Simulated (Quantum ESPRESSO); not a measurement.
# LiF under changes of volume

One of the cells (8.384 Å³/atom); the others are scaled copies at fixed shape and fractional positions:

```xyz
2
Lattice="2.5595 0.0000 0.0000 0.0000 2.5595 0.0000 0.0000 0.0000 2.5595" Properties=species:S:1:pos:R:3 pbc="T T T"
F     1.2798    1.2798    1.2798
Li    0.0000    0.0000    0.0000
```

Measurements of this composition are mostly on another form, of space group No. 225.

| Item | Value |
| --- | --- |
| Program | Quantum ESPRESSO 7.5 |
| Functional | PBE |
| Potentials or basis | SSSP 1.3 efficiency PBE |
| Cutoff | 748 eV |
| Density cutoff | 5987 eV |
| k mesh | 10 × 10 × 10 |
| Occupations | fermi-dirac, width 0.05 eV |
| Spin | no spin polarisation |

| volume (Å³/atom) | energy over the lowest point (meV/atom) | pressure (GPa) | gap on the mesh (eV) |
| --- | --- | --- | --- |
| 7.881 | 7.13 | 4.7 | 8.01 |
| 8.049 | 3.06 | 3.0 | 7.83 |
| 8.216 | 0.74 | 1.4 | 7.65 |
| 8.384 | 0.00 | 0.0 | 7.49 |
| 8.552 | 0.68 | -1.3 | 7.33 |
| 8.719 | 2.63 | -2.5 | 7.18 |
| 8.887 | ? | ? | ? |

Problem. What does the run at 8.887 Å³/atom give?

Solution. Energy over the lowest point 5.74 meV/atom; pressure -3.5 GPa; gap on the mesh 7.04 eV.

Worked out: A Birch-Murnaghan fit of order 3 (a polynomial in V^(-2/3)) to the other rows has its minimum at 8.39 Å³/atom with B0 = V·E''(V) = 68 GPa and B' = 4.2. It gives 5.75 meV/atom at 8.887 Å³/atom, against the run's 5.74, and -dE/dV = -3.5 GPa, against -3.5. A straight line through the other rows of the gap, of slope -8.22 eV per unit of ln V, extrapolates to 7.02 eV, against the run's 7.04.

Energies are extrapolated to zero smearing.

A mesh can miss the band edges.
